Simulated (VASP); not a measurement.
# Ti2C (R-3m) in VASP: a series of runs

One crystal, Ti2C, is run at these levels: LDA; tasks: single point.

All numbers are computed with VASP 6.6.1; they aren't measurements. Logs are shortened: lines on timing, memory, paths and dates and some standing lists are left out, and cuts for length are marked.

### 1 Starting point

The structure is trigonal, space group R-3m (No. 166). Conventional cell: a = 3.081 Å, b = 3.081 Å, c = 14.441 Å, α = 90.00°, β = 90.00°, γ = 120.00°. Around Ti (site symmetry 3m) lie 3 C at 2.11 Å. C (site symmetry -3m) is surrounded by 6 Ti at 2.11 Å.

The cell comes from a database or a generator and needn't be the stable form of this composition.

### 2 Single point, LDA

The input, INCAR:

```
PREC = Accurate
ENCUT = 460
EDIFF = 1E-6
ISMEAR = -1
SIGMA = 0.4
LREAL = False
LASPH = True
NELM = 100
ALGO = Normal
ISIF = 2
LWAVE = False
LCHARG = False
NBANDS = 21
ADDGRID = False
```

The input, KPOINTS:

```
regular mesh
0
Gamma
  9 9 9
```

The input, POSCAR:

```
Ti2C
1.0
    1.5406981810      0.8895225095      4.8137698526
   -1.5406981810      0.8895225095      4.8137698526
    0.0000000000     -1.7790450191      4.8137698526
Ti C
2 1
Direct
    0.7545021700      0.7545021700      0.7545021700
    0.2454978300      0.2454978300      0.2454978300
    0.5000000000      0.5000000000      0.5000000000
```

Potentials or basis: VASP PAW LDA potentials, release 64 (Ti_sv, C).

The run is started by

```console
$ cat potpaw_LDA.64/Ti_sv/POTCAR potpaw_LDA.64/C/POTCAR > POTCAR
$ mpirun -np 1 vasp_std > vasp.out
```

OUTCAR:

```text
PREC = Accurate
   ENCUT = 460
   EDIFF = 1E-6
   ISMEAR = -1
   LREAL = False
   LASPH = True
   NELM = 100
   ISIF = 2

 Found     85 irreducible k-points:

 Following reciprocal coordinates:
            Coordinates               Weight
  0.000000  0.000000  0.000000      1.000000
  0.111111  0.000000 -0.000000      6.000000
  0.222222  0.000000 -0.000000      6.000000
  0.333333  0.000000 -0.000000      6.000000
  0.444444  0.000000 -0.000000      6.000000
  0.111111  0.111111 -0.000000      6.000000
   k-points           NKPTS =     85   k-points in BZ     NKDIM =     85   number of bands    NBANDS=     21
   number of dos      NEDOS =    301   number of ions     NIONS =      3
   total plane-waves  NPLWV =  46656
   dimension x,y,z NGX =    36 NGY =   36 NGZ =   36
   dimension x,y,z NGXF=    72 NGYF=   72 NGZF=   72
   ions per type =               2   1
   NGX,Y,Z   is equivalent  to a cutoff of  11.66, 11.66, 11.66 a.u.
   NGXF,Y,Z  is equivalent  to a cutoff of  23.32, 23.32, 23.32 a.u.
 SYSTEM =  unknown system
   PREC   = accura    normal or accurate (medium, high low for compatibility)
   ISTART =      0    job   : 0-new  1-cont  2-samecut
   ICHARG =      2    charge: 1-file 2-atom 10-const
   ISPIN  =      1    spin polarized calculation?
   LNONCOLLINEAR =      F non collinear calculations
   LSORBIT =      F    spin-orbit coupling
   LASPH  =      T    aspherical Exc in radial PAW
   ENCUT  =  460.0 eV  33.81 Ry    5.81 a.u.   8.97  8.97  8.97*2*pi/ulx,y,z
   NELM   =    100;   NELMIN=  2; NELMDL= -5     # of ELM steps
   EDIFF  = 0.1E-05   stopping-criterion for ELM
   LREAL  =      F    real-space projection
   EDIFFG = 0.1E-04   stopping-criterion for IOM
   NSW    =      0    number of steps for IOM
   IBRION =     -1    ionic relax: 0-MD 1-quasi-New 2-CG
   NFREE  =      0    steps in history (QN), initial steepest desc. (CG)
   ISIF   =      2    stress and relaxation
   ISYM   =      2    0-nonsym 1-usesym 2-fastsym
   POTIM  = 0.5000    time-step for ionic-motion
   TEBEG  =    0.0;   TEEND  =   0.0 temperature during run
   PSTRESS=    0.0 pullay stress
   NELECT =      28.0000    total number of electrons
   NUPDOWN=      -1.0000    fix difference up-down
   EMIN   =  10.00;   EMAX   =-10.00  energy-range for DOS
   EFERMI =   0.00;   METHOD = LEGACY
   ISMEAR =    -1;   SIGMA  =   0.40  broadening in eV -4-tet -1-fermi 0-gaus
   EFERMI_NEDOS =   21; number of points for ismear=-14 and -15
   IALGO  =     38    algorithm
   IMIX   =      4    mixing-type and parameters
     AMIX     =   0.40;   BMIX     =  1.00
     AMIX_MAG =   1.60;   BMIX_MAG =  1.00
  volume/ion in A,a.u.               =      13.19        89.04
  Fermi-wavevector in a.u.,A,eV,Ry     =   1.458670  2.756487 28.949376  2.127719
  Thomas-Fermi vector in A             =   2.575328
   LORBIT       =      0    0 simple, 1 ext, 2 COOP (PROOUT), +10 PAW based schemes
   GGA     = CA    functional components
   LHFCALC =     F    Hartree Fock is set to
   AEXX    =    0.0000 exact exchange contribution
   IVDW    =     0    specifies the selected vdW correction
   LEPSILON=     F    determine dielectric tensor
   LRPA    =     F    only Hartree local field effects (RPA)
 non-spin polarized calculation
  energy-cutoff  :      460.00
  volume of cell :       39.58
 maximum number of plane-waves:       928
   NGX = 17   NGY = 17   NGZ = 17

 number of electron      27.9999999 magnetization

 Free energy of the ion-electron system (eV)
  ---------------------------------------------------
  ext. energy  EPLUGINS =         0.00000000
  ---------------------------------------------------
  free energy    TOTEN  =       -29.85435071 eV

  energy without entropy =      -28.65553910  energy(sigma->0) =      -29.25494490

 E-fermi :   8.1388     XC(G=0): -12.0876

 val. band max:        8.1179119253   @ k =   0.3333   0.2222   0.1111
 cond. band min:       8.1411619257   @ k =  -0.4444   0.2222   0.1111
 fundamental gap:      0.0232500003
 Fermi energy:         8.1388355201

 k-point     1 :       0.0000    0.0000    0.0000
  band No.  band energies     occupation
      1     -47.7838      2.00000
      2     -47.6770      2.00000
      3     -24.7324      2.00000
      4     -24.2427      2.00000
      5     -24.2427      2.00000
      6     -24.1638      2.00000
[... 13 lines left out ...]
     20      11.2038      0.00094
     21      12.2608      0.00007

 k-point     2 :       0.1111    0.0000   -0.0000
  band No.  band energies     occupation
      1     -47.7753      2.00000
      2     -47.6746      2.00000
      3     -24.7109      2.00000
      4     -24.2845      2.00000
      5     -24.2524      2.00000
      6     -24.2055      2.00000
[... 13 lines left out ...]
     20      11.2907      0.00076
     21      12.4752      0.00004

 k-point     3 :       0.2222    0.0000   -0.0000
  band No.  band energies     occupation
      1     -47.7527      2.00000
      2     -47.6699      2.00000
      3     -24.6533      2.00000
      4     -24.3875      2.00000
      5     -24.3070      2.00000
      6     -24.2768      2.00000
[... 13 lines left out ...]
     20      11.5056      0.00044
     21      13.0304      0.00001

 k-point     4 :       0.3333    0.0000   -0.0000
  band No.  band energies     occupation
      1     -47.7233      2.00000
      2     -47.6679      2.00000
      3     -24.5891      2.00000
      4     -24.4984      2.00000
      5     -24.4050      2.00000
      6     -24.3043      2.00000
[... 13 lines left out ...]
     20      11.5186      0.00043
     21      13.1394      0.00001

 k-point     5 :       0.4444    0.0000   -0.0000
  band No.  band energies     occupation
      1     -47.6975      2.00000
      2     -47.6732      2.00000
      3     -24.5995      2.00000
      4     -24.5466      2.00000
      5     -24.4049      2.00000
      6     -24.3221      2.00000
[... 13 lines left out ...]
     20      11.5881      0.00036
     21      12.1408      0.00009

 k-point     6 :       0.1111    0.1111   -0.0000
  band No.  band energies     occupation
      1     -47.7746      2.00000
      2     -47.6754      2.00000
      3     -24.7072      2.00000
      4     -24.2792      2.00000
      5     -24.2580      2.00000
      6     -24.2156      2.00000
[... 13 lines left out ...]
     20      11.2960      0.00075
     21      12.4797      0.00004

 [... further k-points ...]

------------------------ aborting loop because EDIFF is reached ----------------------------------------

  FORCE on cell =-STRESS in cart. coord.  units (eV):
  Direction    XX          YY          ZZ          XY          YZ          ZX
  --------------------------------------------------------------------------------------
  -------------------------------------------------------------------------------------
  Total       -1.6600773     -1.6600773     -1.2108964      0.0000000      0.0000000      0.0000000
  in kB      -67.1935842    -67.1935842    -49.0124564      0.0000000      0.0000000      0.0000000
  external PRESSURE =     -61.1332082 kB  Pullay stress =       0.0000000 kB

 VOLUME and BASIS-vectors are now :
 -----------------------------------------------------------------------------
  energy-cutoff  :      460.00
  volume of cell :       39.58
      direct lattice vectors                 reciprocal lattice vectors
     1.540698181  0.889522510  4.813769853     0.324528195  0.187366441  0.069245798
    -1.540698181  0.889522510  4.813769853    -0.324528195  0.187366441  0.069245798
     0.000000000 -1.779045019  4.813769853     0.000000000 -0.374732882  0.069245798

 POSITION                                       TOTAL-FORCE (eV/Angst)
 -----------------------------------------------------------------------------------
      0.00000     -0.00000     10.89600        -0.000000     -0.000000      0.251647
      0.00000     -0.00000      3.54531        -0.000000      0.000000     -0.251647
      0.00000     -0.00000      7.22065         0.000000     -0.000000      0.000000
 -----------------------------------------------------------------------------------
    total drift:                               -0.000000      0.000000     -0.000000

  FREE ENERGIE OF THE ION-ELECTRON SYSTEM (eV)
  ---------------------------------------------------
  free  energy   TOTEN  =       -29.8543507054 eV

  energy  without entropy=      -28.6555391017  energy(sigma->0) =      -29.25494490
```

OSZICAR:

```text
N       E                     dE             d eps       ncg     rms          rms(c)
DAV:   1     0.296696456978E+03    0.29670E+03   -0.13853E+04  3594   0.151E+03
DAV:   2     0.181908124788E+00   -0.29651E+03   -0.28761E+03  3690   0.446E+02
DAV:   3    -0.352613318665E+02   -0.35443E+02   -0.34935E+02  5897   0.133E+02
DAV:   4    -0.375154351796E+02   -0.22541E+01   -0.22475E+01  4640   0.322E+01
DAV:   5    -0.376468842347E+02   -0.13145E+00   -0.13142E+00  4969   0.625E+00    0.201E+01
DAV:   6    -0.302672348303E+02    0.73796E+01   -0.60429E+01  4690   0.592E+01    0.595E+00
DAV:   7    -0.298803098062E+02    0.38693E+00   -0.40657E+00  5266   0.173E+01    0.372E+00
DAV:   8    -0.298540688093E+02    0.26241E-01   -0.32233E-01  4063   0.427E+00    0.620E-01
DAV:   9    -0.298526415813E+02    0.14272E-02   -0.36495E-02  4919   0.169E+00    0.571E-01
DAV:  10    -0.298543304547E+02   -0.16889E-02   -0.48173E-03  4065   0.685E-01    0.673E-02
DAV:  11    -0.298543395983E+02   -0.91437E-05   -0.71212E-04  5523   0.168E-01    0.557E-02
DAV:  12    -0.298543551825E+02   -0.15584E-04   -0.64033E-05  4736   0.817E-02    0.130E-02
DAV:  13    -0.298543509883E+02    0.41942E-05   -0.10585E-05  4497   0.393E-02    0.679E-03
DAV:  14    -0.298543507054E+02    0.28282E-06   -0.22740E-06  3205   0.149E-02
   1 F= -.29854351E+02 E0= -.29254945E+02  d E =-.119881E+01
```

It took 86 s on 1 thread of Intel Xeon Platinum 8488C (Sapphire Rapids), shared host; peak memory 0.2 GiB.

The run converged, but some of its settings lie outside the range that counts as converged, so its numbers aren't taken as properties of the crystal.

What came out:

```yaml
Free_energy: -29.8544 eV
Pressure: -6.1 GPa
Largest_force: 0.252 eV/Å
Band_gap_on_the_k_mesh: none (metal or under the smearing width)
```

Caveat: the cutoff is under 1.25 times the usual one of these potentials, so pressure, stress and relaxed cells hold a basis-set (Pulay) error.

### 3 Single point, LDA

Edit INCAR of step 2 so:

```diff
@@ -4,3 +4,3 @@
 ISMEAR = -1
-SIGMA = 0.4
+SIGMA = 0.2
 LREAL = False
```

KPOINTS is that of step 2.

POSCAR is that of step 2.

Potentials or basis: VASP PAW LDA potentials, release 64 (Ti_sv, C).

The run is started by

```console
$ cat potpaw_LDA.64/Ti_sv/POTCAR potpaw_LDA.64/C/POTCAR > POTCAR
$ mpirun -np 1 vasp_std > vasp.out
```

Run time: 71 s. Hardware: 1 thread of Intel Xeon Platinum 8488C (Sapphire Rapids), shared host; peak memory 0.2 GiB.

These settings aren't checked as converged: the numbers below hold their error.

What came out:

| Property | Result |
| --- | --- |
| Free energy | -29.4153 eV |
| Pressure | -8.3 GPa |
| Largest force | 0.298 eV/Å |
| Band gap on the k mesh | none (metal or under the smearing width) |

Caveat: the cutoff is under 1.25 times the usual one of these potentials, so pressure, stress and relaxed cells hold a basis-set (Pulay) error.
